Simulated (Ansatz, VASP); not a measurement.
# Ti: VASP beside Ansatz

```
Ti
1.0
     0.00000    2.05515    2.05515
     2.05515    0.00000    2.05515
     2.05515    2.05515    0.00000
Ti
1
Direct
  0.00000 0.00000 0.00000
```

Alike in both runs: functional r2SCAN; k mesh 18 × 18 × 18; occupations gaussian, width 0.1 eV; no spin polarisation.

Ansatz relaxed the structure, and its values are those at the end. VASP's run is a single point on that final structure, the one shown.

|  | VASP | Ansatz |
| --- | --- | --- |
| version | VASP 6.6.1 | Ansatz 0.2.0 |
| potentials or method | VASP PAW PBE potentials, release 64 (Ti_sv) | scalar-relativistic, plane waves, PAW |
| plane-wave cutoff (eV) | 520 | 500 |
| valence electrons in the cell | 12 | 12 |

Ansatz gave:

| Property | Result |
| --- | --- |
| gap on the k mesh at the Fermi level (eV) | none |
| pressure (GPa) | 0.0 |

Question: Estimate VASP's values.

Answer: gap on the k mesh at the Fermi level (eV): none; pressure (GPa): 0.4.

A gap of «none» marks a metal or a gap that the smearing closes.

Caveats: the PAW data sets were made with another functional, which shifts forces and pressure a little (VASP).
